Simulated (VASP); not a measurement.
## Al2Cu: equation of state with PBEsol

The system is Al2Cu.

```
CELL_PARAMETERS angstrom
-2.03034 2.03034 2.85109
2.03034 -2.03034 2.85109
2.03034 2.03034 -2.85109
ATOMIC_POSITIONS crystal
Cu 0.50000 0.50000 0.00000
Al 0.25000 0.75000 0.50000
Al 0.75000 0.25000 0.50000
```

The cell comes from a database or a generator and needn't be the stable form of this composition.

- Program: VASP 6.6.1
- Task: equation of state
- Functional: PBEsol
- Potentials or basis: VASP PAW PBE potentials, release 64 (Cu, Al)
- Cutoff: 520 eV
- k mesh: 9 × 9 × 9
- Occupations: fermi-dirac, width 0.05 eV
- Spin: no spin polarisation

```yaml
Equilibrium_volume: 15.70 Å³/atom
Bulk_modulus_at_fixed_shape_and_positions: 103 GPa
Pressure_derivative_of_the_bulk_modulus: 4.5
```

Energy against volume, from the lowest point:
```csv
volume (Å³/atom),energy (meV/atom)
14.730,21.62
15.044,9.53
15.357,2.50
15.671,0.00
15.984,1.57
16.297,6.78
16.611,15.26
```

All runs of the series together: 9.2 min on 1 thread of Intel(R) Xeon(R) Platinum 8488C (Sapphire Rapids) (shared host).

Caveat: the cell was scaled at fixed shape and fractional positions, which overstates the stiffness of a crystal with free parameters, most of all of layers and chains; the PAW data sets were made with another functional, which shifts forces and pressure a little.
